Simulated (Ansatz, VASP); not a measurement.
**Two plane-wave programs on BaS**

The input INCAR:

```
SYSTEM = BaS
PREC = Accurate ; ENCUT = 520
EDIFF = 1E-6 ; ISMEAR = 0
SIGMA = 0.01 ; LREAL = .FALSE.
LASPH = .TRUE. ; NELM = 80
ALGO = Normal ; ISIF = 2
LWAVE = .FALSE. ; LCHARG = .FALSE.
GGA = PE ; NBANDS = 15
```

The input KPOINTS:

```
Automatic mesh
0
G
  6 6 6
  0 0 0
```

POSCAR

```
BaS
1.0
    0.0000000000      3.4475668816      3.4475668816
    3.4475668816      0.0000000000      3.4475668816
    3.4475668816      3.4475668816      0.0000000000
Ba S
1 1
Direct
    0.0000000000      0.0000000000      0.0000000000
    0.2500000000      0.2500000000      0.2500000000
```

Input for Ansatz:

```yaml
crystal:
  lattice:
    - [0.0, 3.4475668816, 3.4475668816]
    - [3.4475668816, 0.0, 3.4475668816]
    - [3.4475668816, 3.4475668816, 0.0]
  atoms:
    - { symbol: Ba, position: [0.0, 0.0, 0.0] }
    - { symbol: S, position: [0.25, 0.25, 0.25] }
kpoints:
  mp_grid: { grid: [6, 6, 6] }
hamiltonian:
  xc: pbe
scf:
  occupations: { method: fixed }
  n_extra_bands: 4
output:
  forces: true
  stress: true
  eigenvalues: true
```

Alike in both runs: task single point; functional PBE; k mesh 6 × 6 × 6; no spin polarisation.

|  | VASP | Ansatz |
| --- | --- | --- |
| version | VASP 6.6.1 | Ansatz 0.2.0 |
| potentials or method | VASP PAW PBE potentials, release 64 (Ba_sv, S) | plane waves, PAW |
| plane-wave cutoff (eV) | 520 | 420 |
| occupations | gaussian, width 0.01 eV | fixed |
| valence electrons in the cell | 16 | 16 |

```csv
,VASP,Ansatz,Ansatz less VASP
gap on the k mesh at the Fermi level (eV),2.85,2.83,-0.022
pressure (GPa),2.4,1.9,-0.52
```

Caveats: spin-orbit coupling is left out, which moves the levels of the heavy elements. A k mesh can miss the band edges.
